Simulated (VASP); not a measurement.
A run of VASP 6.6.1 is set up as follows.

File INCAR:

```
ALGO = Fast
DIPOL = 0.5 0.5 0.294
EDIFF = 1E-6
ENCUT = 600
GGA = PE
IDIPOL = 3
ISIF = 2
ISMEAR = -1
ISPIN = 2
LASPH = True
LCHARG = False
LDIPOL = True
LMAXMIX = 4
LORBIT = 11
LREAL = False
LWAVE = False
MAGMOM = 1
NELM = 100
PREC = Accurate
SIGMA = 0.05
```

KPOINTS

```
k-points
0
Gamma
  9 9 1
```

File POSCAR:

```
Ni
1.0
    2.2591100000      0.0000000000      0.0000000000
    0.0000000000      2.2591100000      0.0000000000
    0.0000000000      0.0000000000     23.8000000000
Ni
1
Direct
    0.5000000000      0.5000000000      0.2941200000
```

Potentials or basis: VASP PAW PBE potentials, release 64 (Ni_pv).

Run with:

```bash
$ cat potpaw_PBE.64/Ni_pv/POTCAR > POTCAR
$ mpirun -np 1 vasp_std > vasp.out
```

(1) Estimate the site moments.

(2) Predict the net moment.

(3) Estimate the band gap on the k mesh.

Answers

(1) Ni +0.86 μB.

(2) 0.82 μB per cell.

(3) none (metal or under the smearing width).
